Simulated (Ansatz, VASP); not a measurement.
# One calculation of Cd, two programs

```
CELL_PARAMETERS angstrom
2.93861 0.00000 0.00000
-1.46931 2.54491 0.00000
0.00000 0.00000 5.54173
ATOMIC_POSITIONS crystal
Cd 0.66667 0.33333 0.75000
Cd 0.33333 0.66667 0.25000
```

Alike in both runs: task single point; functional PBEsol; k mesh 10 × 10 × 5; occupations fermi-dirac, width 0.05 eV; no spin polarisation.

|  | VASP | Ansatz |
| --- | --- | --- |
| version | VASP 6.6.1 | Ansatz 0.2.0 |
| potentials or method | VASP PAW PBE potentials, release 64 (Cd) | Ansatz PAW |
| plane-wave cutoff (eV) | 520 | 420 |
| valence electrons in the cell | 24 | 40 |

Ansatz gave:

| Quantity | Value |
| --- | --- |
| gap on the k mesh at the Fermi level (eV) | none |
| pressure (GPa) | 0.9 |
| largest component of the traceless stress (GPa) | 1.16 |

What did VASP give for the same quantities?

gap on the k mesh at the Fermi level (eV): none; pressure (GPa): 1.3; largest component of the traceless stress (GPa): 1.32.

A gap of «none» marks a metal or a gap that the smearing closes. The functional is the same, so the differences come from potentials, cutoffs and numerics. The two sets of potentials don't hold the same shells in valence.

Caveats: the PAW data sets were made with another functional, which shifts forces and pressure a little (VASP); the PAW data sets come from PBE, with cores solved anew for the run's functional, which leaves a small shift of forces and pressure (Ansatz).
